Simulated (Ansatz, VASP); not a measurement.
One calculation of HgTe, two programs

```
CELL_PARAMETERS angstrom
0.00000 3.28694 3.28694
3.28694 0.00000 3.28694
3.28694 3.28694 0.00000
ATOMIC_POSITIONS crystal
Hg 0.00000 0.00000 0.00000
Te 0.25000 0.25000 0.25000
```

Alike in both runs: task single point; functional PBEsol; k mesh 12 × 12 × 12; occupations gaussian, width 0.1 eV; no spin polarisation.

```csv
,VASP,Ansatz
version,VASP 6.6.1,Ansatz 0.2.0
potentials or method,"VASP PAW PBE potentials, release 64 (Hg, Te)","scalar-relativistic, plane waves, PAW"
plane-wave cutoff (eV),520,420
valence electrons in the cell,18,36
```

Ansatz gave:

| Quantity | Value |
| --- | --- |
| gap on the k mesh at the Fermi level (eV) | none |
| pressure (GPa) | -1.2 |

Problem. Estimate VASP's values.

Solution. gap on the k mesh at the Fermi level (eV): none; pressure (GPa): -1.1.

A gap of «none» marks a metal or a gap that the smearing closes. With one functional, cell and mesh, what is left measures potentials, basis and numerics. The two sets of potentials don't hold the same shells in valence.

Caveats: the PAW data sets were made with another functional, which shifts forces and pressure a little (VASP). The runs have no spin-orbit coupling, so splittings on Hg, Te are missing.
